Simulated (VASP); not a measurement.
The system is Cu.

```
CELL_PARAMETERS angstrom
0.00000 1.80750 1.80750
1.80750 0.00000 1.80750
1.80750 1.80750 0.00000
ATOMIC_POSITIONS crystal
Cu 0.00000 0.00000 0.00000
```

```yaml
Program: VASP 6.6.1
Task: relaxation of cell and atoms
Functional: PBE
Potentials_or_basis: VASP PAW PBE potentials, release 64 (Cu_sv_GW)
Cutoff: 680 eV
k_mesh: 13 × 13 × 13
Occupations: fermi-dirac, width 0.05 eV
Spin: no spin polarisation
```

At the start: pressure -3.6 GPa; volume 11.81 Å³/atom.

Task: Where does the relaxation end?

Result: Over 3 steps the energy falls by 2.9 meV/atom and the volume is 11.55 Å³/atom (-2.2 %); space group Fm-3m (No. 225, to 0.05 Å).

The path:
```
step  energy change (eV)  largest force (eV/Å)  pressure (GPa)  volume (Å³)
   1              0.0000                0.0000           -3.61        11.81
   2             -0.0012                0.0000            2.99        11.36
   3             -0.0029                0.0000           -0.05        11.55
```

Final structure:
```
Cu
1.0
     0.00000    1.79421    1.79421
     1.79421    0.00000    1.79421
     1.79421    1.79421    0.00000
Cu
1
Direct
  0.00000 0.00000 0.00000
```
